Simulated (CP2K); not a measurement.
Crystal: PbSe (Clausthalite).

```
CELL_PARAMETERS angstrom
4.32841 0.00000 0.00000
2.16421 3.74852 0.00000
2.16421 1.24951 3.53413
ATOMIC_POSITIONS crystal
Pb 0.00000 0.00000 0.00000
Se 0.50000 0.50000 0.50000
```

- Program: CP2K 2026.2
- Task: single point
- Functional: PBE
- Potentials or basis: POTENTIAL_UZH Pb GTH-PBE-q4, Se GTH-PBE-q6; TZVP-MOLOPT-PBE-GTH basis
- Density cutoff: 6123 eV
- k mesh: 8 × 8 × 8
- Occupations: fermi-dirac, width 0.05 eV
- Spin: no spin polarisation

On this cell: pressure 2.9 GPa; largest force zero by symmetry; band gap on the k mesh 0.14 eV, direct.

The same run follows on a disturbed copy (atoms moved at random, drawn with an rms of 0.05 Å):

```
Pb Se
1.0
     4.32841    0.00000    0.00000
     2.16421    3.74852    0.00000
     2.16421    1.24951    3.53413
Pb Se
1 1
Direct
  0.99775 0.99684 0.99940
  0.50309 0.50000 0.49270
```

**Question.** What does the disturbed cell give?

**Answer.** The energy moves by +0.1 meV/atom; pressure 2.9 GPa; largest force 0.020 eV/Å; band gap on the k mesh 0.14 eV, direct.

Forces in eV/Å, atoms in the order of the input:
```
Pb   0.011  0.002 -0.017
Se  -0.011 -0.002  0.017
```

Caveats: spin-orbit coupling is left out, which as a rule narrows the gap of such compounds by several tenths of an eV; the basis of atomic orbitals isn't converged, which shifts pressures, moduli and gaps.

A k mesh can miss the band edges.
